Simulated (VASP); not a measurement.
Write the native input for VASP 6.6.1 that does the following.

```
Task                   : work function
Functional             : RPBE
Potentials or basis    : VASP PAW PBE potentials, release 64 (Cu)
Cutoff                 : 520 eV
k mesh                 : 12 × 8 × 1
Occupations            : gaussian, width 0.1 eV
Spin                   : no spin polarisation
Further INCAR settings : ALGO = Normal; EDIFF = 1e-07
```

The structure of Cu lies in POSCAR:

```
Cu
1.0
    3.6150000000      0.0000000000      0.0000000000
    0.0000000000      2.5561910140      0.0000000000
    0.0000000000      0.0000000000     26.7809550699
Cu
11
Direct
    0.0000000000      0.0000000000      0.2613797746
    0.5000000000      0.5000000000      0.3091038197
    0.0000000000      0.0000000000      0.3568278648
    0.5000000000      0.5000000000      0.4045519098
    0.0000000000      0.0000000000      0.4522759549
    0.5000000000      0.5000000000      0.5000000000
    0.0000000000      0.0000000000      0.5477240451
    0.5000000000      0.5000000000      0.5954480902
    0.0000000000      0.0000000000      0.6431721352
    0.5000000000      0.5000000000      0.6908961803
    0.0000000000      0.0000000000      0.7386202254
```

The slab is cut from a database's or a generator's crystal, which needn't be the stable form of the element.

One way to write it, as run:

INCAR

```
SYSTEM = Cu
PREC = Accurate
ENCUT = 520
EDIFF = 1E-7
ISMEAR = 0
SIGMA = 0.1
LREAL = .False.
LASPH = .True.
NELM = 60
ALGO = Normal
ISIF = 2
LWAVE = .False.
LCHARG = .True.
GGA = RP
LELF = .True.
LVHAR = .True.
LVACPOTAV = .True.
```

KPOINTS

```
regular mesh
0
Gamma
  12 8 1
  0 0 0
```

Potentials or basis: VASP PAW PBE potentials, release 64 (Cu).

The run is started by

```console
$ cat potpaw_PBE.64/Cu/POTCAR > POTCAR
$ mpirun -np 1 vasp_std > vasp.out
```

Results of the run:

```json
{
  "Largest force": "0.425 eV/Å",
  "Band gap on the k mesh": "none (metal or under the smearing width)"
}
```

Caveat: the PAW data sets were made with another functional, which shifts forces and pressure a little.

Wall time 14 min on 1 thread of Intel(R) Xeon(R) Platinum 8488C (Sapphire Rapids), on a shared host, peak memory 0.57 GiB.
